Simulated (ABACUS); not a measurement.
Runs of ABACUS 3.10.1 on CdSe (Cadmoselite). It takes space group P6_3mc (No. 186, hexagonal). The conventional cell has a = 4.300 Å, b = 4.300 Å, c = 7.020 Å, α = 90.00°, β = 90.00°, γ = 120.00°. Cd (site symmetry 3m) has 4 Se at 2.61 to 2.70 Å as nearest neighbours. Se (site symmetry 3m) has 4 Cd at 2.61 to 2.70 Å as nearest neighbours. 

```csv
task,level,potentials or basis,k mesh,cutoff (eV),symmetry key,threshold of the eigensolver,path,points for each segment of the path,gap on the mesh (eV),pressure (GPa),V0 of scaled cells (Å³/atom),B0 (GPa),largest force (eV/Å)
single point,PBEsol,"SG15 ONCV 1.2 PBE, plane waves",6 × 6 × 3,1401,1,-,-,-,0.54,0.5,-,-,0.27
equation of state,PBEsol,"SG15 ONCV 1.2 PBE, plane waves",6 × 6 × 3,1401,1,-,-,-,-,-,28.38,51,-
equation of state,SOGGA,"GBRV ultrasoft 1.5 PBE, plane waves",6 × 6 × 3,544,1,-,-,-,-,-,(a),(b),-
single point,SOGGA,"GBRV ultrasoft 1.5 PBE, plane waves",6 × 6 × 3,544,1,-,-,-,0.56,(c),-,-,0.27
```

Alike in all rows: no spin polarisation; cell as given; smearing fermi-dirac 0.05 eV.

Task: Estimate the missing entries.

Result: (a) 28.06; (b) 53; (c) -0.3.

Caveats: the potentials were made for another functional, which shifts forces and pressure; the cell was scaled at fixed shape and fractional positions, which overstates the stiffness of a crystal with free parameters, most of all of layers and chains (some runs).

A k mesh can miss the band edges, and the runs leave out spin-orbit coupling on Cd, Se.

The runs don't all hold the same shells in valence.
